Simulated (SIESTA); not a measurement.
Crystal: SiO2.

```
CELL_PARAMETERS angstrom
4.23317 0.00000 0.00000
0.00000 4.23317 0.00000
0.00000 0.00000 2.69349
ATOMIC_POSITIONS crystal
Si 0.00000 0.00000 0.00000
Si 0.50000 0.50000 0.50000
O 0.80684 0.19316 0.50000
O 0.30684 0.30684 0.00000
O 0.19316 0.80684 0.50000
O 0.69316 0.69316 0.00000
```

The cell comes from a database or a generator and needn't be the stable form of this composition.

| Quantity | Value |
| --- | --- |
| Program | SIESTA 5.4.2 |
| Task | single point |
| Functional | PBE |
| Potentials or basis | PseudoDojo 0.4 standard (PBE files) |
| Basis | DZP (energy shift 0.003 Ry) |
| Grid cutoff | 800 Ry |
| Energy shift | 0.003 Ry |
| k mesh | 6 × 6 × 10 |
| Occupations | fermi-dirac, width 0.05 eV |
| Spin | no spin polarisation |

On this cell: pressure 2.4 GPa; largest force 0.043 eV/Å; band gap on the k mesh 4.94 eV, direct.

The same run follows on a disturbed copy (atoms moved at random, drawn with an rms of 0.05 Å):

```xyz
6
Lattice="4.2332 0.0000 0.0000 0.0000 4.2332 0.0000 0.0000 0.0000 2.6935" Properties=species:S:1:pos:R:3 pbc="T T T"
Si    0.0008    0.0094   -0.0164
Si    2.1306    2.1251    1.3752
O     3.4267    0.8291    1.2893
O     1.2447    1.3345    0.0012
O     0.8246    3.4161    1.3451
O     2.9881    2.9215    0.0477
```

**Question.** What does the disturbed cell give?

**Answer.** The energy moves by +19.3 meV/atom; pressure 1.9 GPa; largest force 1.396 eV/Å; band gap on the k mesh 4.82 eV, direct.

Forces on the atoms (eV/Å):
```
Si   0.389 -0.174 -0.211
Si  -0.368 -0.063 -0.189
O   -0.655 -0.131  1.226
O    1.171  0.083 -0.049
O    0.306  0.386  0.122
O   -0.842 -0.101 -0.900
```

Stress tensor (GPa, compression positive):
```
-0.85 -0.36 -1.13
-0.36  2.04  0.11
-1.13  0.11  4.42
```

Caveats: the basis of atomic orbitals isn't converged, which shifts pressures, moduli and gaps.

A k mesh can miss the band edges.
